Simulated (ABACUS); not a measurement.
Runs of ABACUS 3.10.1 on Sb. It takes space group R-3m (No. 166, trigonal). Conventional cell: a = 4.308 Å, b = 4.308 Å, c = 11.274 Å, α = 90.00°, β = 90.00°, γ = 120.00°. Sb (site symmetry 3m) is surrounded by 3 Sb at 2.91 Å. 

| task | level | potentials or basis | cell | k mesh | cutoff (eV) | orbital files | SCF threshold on the density | eigensolver | symmetry key | share of exact exchange | mesh quality | gap on the mesh (eV) | pressure (GPa) | largest force (eV/Å) |
| --- | --- | --- | --- | --- | --- | --- | --- | --- | --- | --- | --- | --- | --- | --- |
| single point | HSE-type (share 0.25, screening 0.11/bohr) | SG15 ONCV 1.2 PBE, DZP LCAO (the cutoffs set its grid) | as given | 4 × 4 × 4 | 1361 | Sb Sb_confined-atom_8au_2s2p2d.orb | 1e-07 | genelpa | 1 | 0.25 | coarse | 0.35 | - | - |
| single point | r2SCAN | SG15 ONCV 1.2 PBE, plane waves | as given | 5 × 5 × 5 | 1279 | - | 1e-08 | dav | 1 | - | not flagged | 0.40 | (b) | 0.28 |
| single point | HSE-type (share 0.1, screening 0.11/bohr) | SG15 ONCV 1.2 PBE, DZP LCAO (the cutoffs set its grid) | as given | 4 × 4 × 4 | 1361 | Sb Sb_confined-atom_8au_2s2p2d.orb | 1e-07 | genelpa | 1 | 0.1 | coarse | 0.22 | - | - |
| single point | PBEsol | PseudoDojo NC SR 0.4.1 PBEsol standard, plane waves | as given | 8 × 8 × 8 | 1102 | - | 1e-08 | dav | 1 | - | not flagged | none | 0.0 | 0.13 |
| single point | HSE-type (share 0.4, screening 0.11/bohr) | SG15 ONCV 1.2 PBE, DZP LCAO (the cutoffs set its grid) | as given | 4 × 4 × 4 | 1361 | Sb Sb_confined-atom_8au_2s2p2d.orb | 1e-07 | genelpa | 1 | 0.4 | coarse | (a) | - | - |
| single point | PBEsol | PseudoDojo NC SR 0.4.1 PBEsol standard, plane waves | atoms moved at random, drawn with an rms of 0.05 Å | 8 × 8 × 8 | 1102 | - | 1e-08 | dav | 1 | - | not flagged | none | -0.5 | 0.11 |
| single point | PBE | SG15 ONCV 1.2 PBE, DZP LCAO (the cutoffs set its grid) | as given | 4 × 4 × 4 | 1361 | Sb Sb_confined-atom_8au_2s2p2d.orb | 1e-07 | genelpa | 1 | - | coarse | - | (c) | 0.13 |

Alike in all rows: no spin polarisation; smearing fermi-dirac 0.05 eV.

Task: Fill in the values left out.

Result: (a) 0.42; (b) 0.1; (c) 4.2.

Caveats: some runs use coarse meshes; the atomic orbitals were generated for these runs and aren't a published set (some runs); the potentials were made for another functional, which shifts forces and pressure (some runs); spin-orbit coupling is left out, which moves the levels of the heavy elements (some runs); the basis of atomic orbitals isn't converged, which shifts pressures, moduli and gaps (some runs); gaps of hybrids in this basis differ from plane-wave ones by up to 0.1 eV (some runs); an odd mesh through Γ misses points on the zone boundary, where band edges often lie (some runs).

A k mesh can miss the band edges, and the runs leave out spin-orbit coupling on Sb.

A gap of «none» marks a metal or a gap under the smearing width.
